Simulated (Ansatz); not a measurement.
The system is Si2W.

```xyz
3
Lattice="-1.6069 1.6069 3.9150 1.6069 -1.6069 3.9150 1.6069 1.6069 -3.9150" Properties=species:S:1:pos:R:3 pbc="T T T"
W     0.0000    0.0000    0.0000
Si    0.0000    0.0000    5.2092
Si    0.0000    0.0000    2.6207
```

- Program: Ansatz 0.2.0
- Task: relaxation of cell and atoms
- Functional: PBE
- Dispersion: D3(BJ)
- Potentials or basis: Ansatz PAW
- Cutoff: 420 eV (not typed: the program's choice for these potentials)
- k mesh: 12 × 12 × 12
- Occupations: fermi-dirac, width 0.05 eV
- Spin: no spin polarisation

At the start: volume 13.48 Å³/atom.

Question: Where does the relaxation end?

Answer: It ends after 5 steps and the volume is 13.25 Å³/atom (-1.7 %); space group I4/mmm (No. 139, to 0.05 Å).

The path:
| step | energy change (eV) | largest force (eV/Å) | volume (Å³) |
| --- | --- | --- | --- |
| 1 | 0.0000 | 0.0668 | 40.44 |
| 2 | -0.0073 | 0.0585 | 39.50 |
| 3 | -0.0088 | 0.0211 | 39.76 |
| 4 | -0.0089 | 0.0066 | 39.75 |
| 5 | -0.0086 | 0.0067 | 39.75 |

Final structure:
```xyz
3
Lattice="-1.5964 1.5964 3.9000 1.5964 -1.5964 3.9000 1.5964 1.5964 -3.9000" Properties=species:S:1:pos:R:3 pbc="T T T"
W     0.0000    0.0000    0.0000
Si    0.0000    0.0000    5.1943
Si    0.0000    0.0000    2.6057
```

Caveat: the plane-wave basis is chosen anew once the cell has moved, so the energies of steps on either side of that aren't comparable.
